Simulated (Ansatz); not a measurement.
An input for Ansatz 0.2.0 (N):

File input.yaml:

```yaml
crystal:
  lattice:
    - [2.5194737886, 0.0, 0.0]
    - [-1.2597368943, 2.1819283051, 0.0]
    - [0.0, 0.0, 2.446002]
  atoms:
    - { symbol: "N", spin: 0.5, spin_axis: [0.5, 0.0, 0.0], position_ang: [0.0, 1.45461887, 1.8345015] }
    - { symbol: "N", spin: 0.5, spin_axis: [-0.5, 0.0, 0.0], position_ang: [1.259736894, 0.727309435, 0.6115005] }
hamiltonian:
  xc: { exchange: rpw86, correlation: pbe }
  pseudopotentials: { kind: paw, source: ansatz }
  dispersion: rvv10
magnetization:
  noncollinear: true
  spin_orbit: false
kpoints:
  mp_grid: { grid: [12, 12, 11] }
scf:
  occupations: { method: cold, width: 0.1 }
output:
  forces: true
  stress: true
  eigenvalues: true
  xc_energy_on_converged_density: [lda, pbe, pbesol, rpbe, revpbe, blyp]
```

Potentials or basis: Ansatz PAW earlier set.

The run is started by

```sh
$ ansatz run input.yaml --threads 1 --pin off --max-ram 2560MiB --backend cpu --events-out ev --progress --plain --runs-dir out
```

How does this run end?

The run stopped without a result. It printed:

Output:

```text
Error: output.xc_energy_on_converged_density with hamiltonian.dispersion: rvv10 — rVV10 stands in the run's components.e_xc, and no spelling names it: the densities would be reported as the semilocal parent's, and the run's own functional could not be listed; converge with dispersion: none
```
